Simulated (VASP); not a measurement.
The system is CdO (Monteponite).

```
CELL_PARAMETERS angstrom
0.00000 2.34950 2.34950
2.34950 0.00000 2.34950
2.34950 2.34950 0.00000
ATOMIC_POSITIONS crystal
Cd 0.00000 0.00000 0.00000
O 0.50000 0.50000 0.50000
```

| Property | Result |
| --- | --- |
| Program | VASP 6.6.1 |
| Task | relaxation of cell and atoms |
| Functional | PBE |
| Potentials or basis | VASP PAW PBE potentials, release 64 (Cd, O) |
| Cutoff | 600 eV |
| k mesh | 12 × 12 × 12 |
| Occupations | gaussian, width 0.03 eV |
| Spin | no spin polarisation |

At the start: pressure 7.4 GPa; volume 12.97 Å³/atom.

Q: Where does the relaxation end?

A: Over 3 steps the energy falls by 15.0 meV/atom and the volume is 13.66 Å³/atom (+5.3 %); space group Fm-3m (No. 225, to 0.05 Å).

Step by step:
| step | energy change (eV) | largest force (eV/Å) | pressure (GPa) | volume (Å³) |
| --- | --- | --- | --- | --- |
| 1 | 0.0000 | 0.0000 | 7.38 | 25.94 |
| 2 | -0.0184 | 0.0000 | -3.87 | 28.25 |
| 3 | -0.0300 | 0.0000 | -0.01 | 27.32 |

Final structure:
```xyz
2
Lattice="0.0000 2.3903 2.3903 2.3903 0.0000 2.3903 2.3903 2.3903 0.0000" Properties=species:S:1:pos:R:3 pbc="T T T"
Cd    0.0000    0.0000    0.0000
O     2.3903    2.3903    2.3903
```
